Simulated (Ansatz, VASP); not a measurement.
**AlN in VASP and in Ansatz**

```xyz
2
Lattice="0.0000 1.9187 1.9780 1.9187 0.0000 1.9780 1.9187 1.9187 0.0000" Properties=species:S:1:pos:R:3 pbc="T T T"
Al    0.0000    0.0000    0.0000
N     1.9187    1.9187    1.9780
```

Change from the starting cell: equal xx and yy strain of -3 %.

Alike in both runs: task single point; functional PBE; k mesh 10 × 10 × 10; occupations fermi-dirac, width 0.02 eV; no spin polarisation.

|  | VASP | Ansatz |
| --- | --- | --- |
| version | VASP 6.6.1 | Ansatz 0.2.0 |
| potentials or method | VASP PAW PBE potentials, release 64 (Al, N), cutoff 520 eV | all-electron LAPW, scalar-relativistic |

|  | VASP | Ansatz | Ansatz less VASP |
| --- | --- | --- | --- |
| gap on the k mesh at the Fermi level (eV) | 4.83 | 4.84 | +0.005 |
| pressure (GPa) | 49.6 | 49.8 | +0.22 |
| largest component of the traceless stress (GPa) | 11.05 | 11.06 | +0.013 |

Ansatz ran all-electron here, so the differences hold the error of VASP's frozen core and of both bases.

Caveats: so large a pressure means that the cell lies far from this level's equilibrium, or that cutoff or potentials fall short (VASP). A k mesh can miss the band edges.
